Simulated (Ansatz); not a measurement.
## Strain and the gap of SiC (wurtzite)

SiC built on the wurtzite prototype, relaxed with r2SCAN in the PAW code Ansatz. The symmetry is P6_3mc (No. 186, hexagonal); conventional cell a = 3.075 Å, c = 5.048 Å, 10.34 Å³ an atom. Around Si lie 4 C at 1.88–1.90 Å; around C lie 4 Si at 1.88–1.90 Å.

The axes x, y and z are those of this cell:
```xyz
4
Lattice="3.0754 0.0000 0.0000 -1.5377 2.6633 0.0000 0.0000 0.0000 5.0481" Properties=species:S:1:pos:R:3 pbc="T T T"
Si    0.0000    1.7756   -0.0021
Si    1.5377    0.8878    2.5220
C     0.0000    1.7756    1.8951
C     1.5377    0.8878    4.4192
```

Unstrained: The PBE gap is indirect, 2.277 eV (Γ to K), below the direct gap of 3.978 eV at M. The r2SCAN gap is indirect, 2.653 eV (Γ to K), below the direct gap of 4.476 eV at M. HSE06 gives an indirect gap of 3.160 eV, from Γ to K; the least direct gap is 5.060 eV at M. Meshes: PBE 12×12×6, r2SCAN 12×12×6, HSE06 6×6×4. Strains are changes of length per length, and xy shears are angles. After each strain the atoms were relaxed again with r2SCAN within the symmetry that the strain leaves, so tilts or polar shifts that break it weren't tested; points keep the names that they have in the unstrained zone. No spin polarisation and no zero-point or thermal motion.

Changes of the least gap in eV (an overlap counts as a negative gap):

| strain | volume change (%) | space group | PBE | r2SCAN | HSE06 | energy rise, r2SCAN (meV/atom) |
| --- | --- | --- | --- | --- | --- | --- |
| epitaxial -0.5 % in the xy plane, free normal strain +0.09 % | -0.9 | P6_3mc | -0.060 | -0.060 | -0.058 | 1.0 |
| uniaxial +0.5 % along x | +0.5 | Cmc2_1 | +0.005 | +0.003 | +0.004 | 0.4 |
| xy shear, engineering strain (angle) +1.5 % | 0.0 | P2_1 | -0.065 | -0.068 | -0.065 | 1.5 |
| isotropic +2.5 % on every length | +7.7 | P6_3mc | +0.132 | +0.109 | +0.114 | 38.5 |

Epitaxial -0.5 % in the xy plane, free normal strain +0.09 %. HSE06: the gap goes from 3.160 to 3.102 eV (-0.058 eV); with r2SCAN the top three valence levels at Γ, grouped 2+1 from the top over 112 meV, become 2+1 over 171 meV. Stress change with r2SCAN, compression positive: xx +3.22, yy +3.22, zz -0.01 GPa.

Uniaxial +0.5 % along x, other directions held. HSE06: the gap goes from 3.160 to 3.164 eV (+0.004 eV); with r2SCAN the top three valence levels at Γ, grouped 2+1 from the top over 112 meV, become 1+1+1 over 111 meV. Stress change with r2SCAN, compression positive: xx -2.63, yy -0.53, zz -0.24 GPa.

Xy shear, engineering strain (angle) +1.5 %. HSE06: the gap goes from 3.160 to 3.095 eV (-0.065 eV); the edges go from Γ → K to Γ → (1/3, 0.336, 0); with r2SCAN the top three valence levels at Γ, grouped 2+1 from the top over 112 meV, become 1+1+1 over 179 meV. Stress change with r2SCAN, compression positive: xx -0.01, yy +0.07, zz -0.01, xy -3.20 GPa.

Isotropic +2.5 % on every length. HSE06: the gap goes from 3.160 to 3.274 eV (+0.114 eV); with r2SCAN the top three valence levels at Γ, grouped 2+1 from the top over 112 meV, become 2+1 over 102 meV. Stress change with r2SCAN, compression positive: xx -14.72, yy -14.72, zz -14.37 GPa. For HSE06, dE_g/d ln V = 1.5 eV over this step.

The meshes of the hybrids are coarse, so their gaps aren't converged to the digits shown.

The splittings at Γ are without spin-orbit coupling, which regroups them where it is of like size or larger.
